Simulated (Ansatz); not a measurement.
Method: DFT PBE, scalar-relativistic, plane waves, PAW in Ansatz 0.2.0. Settings: cutoff 420 eV, Γ-centred meshes spaced at most about 0.3 Å⁻¹ (2π included), Gaussian smearing. No spin polarisation.

Temperature and zero-point effects are left out.

Two forms of LiH were relaxed alike.

1.

```yaml
crystal:
  lattice:
    - [2.78011, 0.00000, 0.00000]
    - [-1.39006, 2.40765, 0.00000]
    - [0.00000, 0.00000, 4.88519]
  atoms:
    - { symbol: Li, position: [0.00000, 0.00000, 0.00000] }
    - { symbol: Li, position: [0.00000, 0.00000, 0.50000] }
    - { symbol: H, position: [0.66667, 0.33333, 0.25000] }
    - { symbol: H, position: [0.33333, 0.66667, 0.75000] }
```

2.

```yaml
crystal:
  lattice:
    - [0.00000, 2.00400, 2.00400]
    - [2.00400, 0.00000, 2.00400]
    - [2.00400, 2.00400, 0.00000]
  atoms:
    - { symbol: Li, position: [0.00000, 0.00000, 0.00000] }
    - { symbol: H, position: [0.50000, 0.50000, 0.50000] }
```

Question: Which would you expect to be lower, and how large is the difference?

Answer: Cell 2 is lower, by 53 meV/atom. Cell 1 has the nickel arsenide type, space group P6_3/mmc (No. 194), 8.2 Å³/atom and a gap of 4.35 eV on its mesh; cell 2 has the rock salt type, space group Fm-3m (No. 225), 8.0 Å³/atom and a gap of 2.98 eV. In cell 1, Li has 6 H at 2.02 Å; H is surrounded by 6 Li at 2.02 Å. In cell 2, Li is surrounded by 6 H at 2.00 Å; H has 6 Li at 2.00 Å. Origin: cell 1, invented, then shaken at random and relaxed again; cell 2, reached from a cell as deposited in COD, among other starts. Checks on cell 1: no imaginary mode on a 3×3×2 q mesh.

Kohn–Sham gaps at this level usually fall short of measured ones. With hydrogen, zero-point motion can shift such differences by 10 meV/atom or more.
